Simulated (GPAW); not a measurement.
Crystal: SnO.

```
Sn O
1.0
     3.81370    0.00000    0.00000
     0.00000    3.81370    0.00000
     0.00000    0.00000    4.88691
Sn O
2 2
Direct
  0.50000 0.00000 0.76463
  0.00000 0.50000 0.23537
  0.00000 0.00000 0.00000
  0.50000 0.50000 0.00000
```

The cell is a database's computed one.

| Property | Result |
| --- | --- |
| Program | GPAW 26.7.0 |
| Task | relaxation of cell and atoms |
| Functional | PBEsol |
| Potentials or basis | PAW data sets generated in the run's folder for this functional |
| Cutoff | 800 eV |
| Basis | pw |
| k mesh | 5 × 5 × 4 |
| Occupations | fermi-dirac, width 0.05 eV |
| Spin | no spin polarisation |

At the start: pressure -1.2 GPa; volume 17.77 Å³/atom.

Problem. Where does the relaxation end?

Solution. Over 11 steps the energy falls by 2.2 meV/atom and the volume is 17.07 Å³/atom (-3.9 %); space group P4/nmm (No. 129, to 0.05 Å).

Step by step:
```
step  energy change (eV)  largest force (eV/Å)  pressure (GPa)  volume (Å³)
   1              0.0000                0.0158           -1.19        71.08
   2             -0.0007                0.0303           -1.08        70.98
   3             -0.0043                0.1480            0.12        69.86
   4             -0.0048                0.1269            0.16        69.70
   5             -0.0057                0.0060            0.04        69.29
   6             -0.0059                0.0130           -0.03        69.28
   7             -0.0064                0.0659           -0.26        69.21
   8             -0.0071                0.1029           -0.42        69.03
   9             -0.0081                0.1098           -0.45        68.65
  10             -0.0086                0.0639           -0.26        68.35
  11             -0.0088                0.0129           -0.06        68.28
```

Final structure:
```
Sn O
1.0
     3.79488    0.00000    0.00000
     0.00000    3.79488    0.00000
     0.00000    0.00000    4.74099
Sn O
2 2
Direct
  0.50000 0.00000 0.75698
  0.00000 0.50000 0.24302
  0.00000 0.00000 0.00000
  0.50000 0.50000 0.00000
```

Caveat: later steps reuse the first step's grids.
